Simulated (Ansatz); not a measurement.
# ZrC: how the energy converges with the cutoff

ZrC, P1, a = 3.361 Å, b = 3.342 Å, c = 5.333 Å, α, β, γ = 89.0°, 91.0°, 119.4°. Ansatz: PBE, PAW, cutoff varied, Γ-centred 10×10×6 mesh on 4 atoms, Gaussian smearing 0.10 eV; no spin polarisation. Single points at one geometry with displaced atoms, the cutoff alone changed; ΔE is the energy at zero smearing over the run at 600 eV. The runs up to 350 eV lie under the cutoff recommended for these PAW datasets.

```
cutoff (eV)  ΔE (meV/atom)
        200        1335.86
        250         341.16
        300          74.95
        350          16.14
        420              ?
```

Question: Assume ΔE falls exponentially with the cutoff, fit y = ln ΔE against x, the cutoff in eV, to the other rows, and predict the missing value.

Answer: y = 7.197, 5.832, 4.317, 2.781. Means x = 275.0, y = 5.0317; Σ(Δx)² = 12500, ΣΔxΔy = -369.1; the slope is their ratio. y = 13.15 − 0.02953 x, a factor of ten per 78 eV. At 420 eV this gives ΔE = 2.11 meV/atom. The run gave 1.60, a ratio of 1.32. Between neighbouring rows the decay runs from a factor of ten per 70 eV to one per 84 eV, so one exponential is only a rough guide.

This form isn't the usual stable structure of the compound.